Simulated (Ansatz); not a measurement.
# K in Ansatz: tuning ndim

Input of the first run (ndim 1); the others differ in this setting and in those tied to it:

File input.yaml:

```yaml
crystal:
  lattice:
    - [4.7684341314, 0.0, 0.0]
    - [-2.3842170657, 4.1295850941, 0.0]
    - [0.0, 0.0, 46.39840246]
  atoms:
    - { symbol: K, position: [0.66666667, 0.33333334, 0.1616434964] }
    - { symbol: K, position: [0.0, 0.0, 0.2462326223] }
    - { symbol: K, position: [0.33333333, 0.66666666, 0.3308217482] }
    - { symbol: K, position: [0.0, 0.0, 0.4154108741] }
    - { symbol: K, position: [0.66666667, 0.33333334, 0.5] }
    - { symbol: K, position: [0.0, 0.0, 0.5845891259] }
    - { symbol: K, position: [0.33333333, 0.66666666, 0.6691782518] }
    - { symbol: K, position: [0.0, 0.0, 0.7537673777] }
    - { symbol: K, position: [0.66666667, 0.33333334, 0.8383565036] }
  periodic: [true, true, false]
hamiltonian:
  xc: pbe
  pseudopotentials: { kind: paw }
kpoints:
  mp_grid: { grid: [5, 5, 1] }
scf:
  occupations: { method: gaussian, width: 0.1 }
  mixing: { ndim: 1 }
output:
  forces: true
  eigenvalues: true
```

Potentials or basis: Ansatz PAW.

Run with:

```sh
$ ansatz run input.yaml --threads 8 --pin off --max-ram 65536MiB --backend cpu --events-out ev --progress --plain --runs-dir out
```

Hardware: 8 threads of Arm Neoverse N1.

| ndim | energy less the last converged row (meV/atom) | SCF cycles | wall time (s) | peak memory (GiB) |
| --- | --- | --- | --- | --- |
| 1 | 0.00 | 16 | 15 | 2.3 |
| 2 | 0.00 | 13 | 13 | 2.3 |
| 4 | 0.00 | 10 | 12 | 2.3 |
| 8 | 0.00 | 9 | 11 | 2.3 |
| 12 | 0.00 | 9 | 11 | 2.3 |
| 20 | 0.00 | 9 | 11 | 2.3 |

Fastest here: 8 (11 s), level within noise with 2, 4, 12, 20; slowest of those that converged: 1 (15 s). These are single runs, one after another on one machine, so differences under about a fifth mean little.
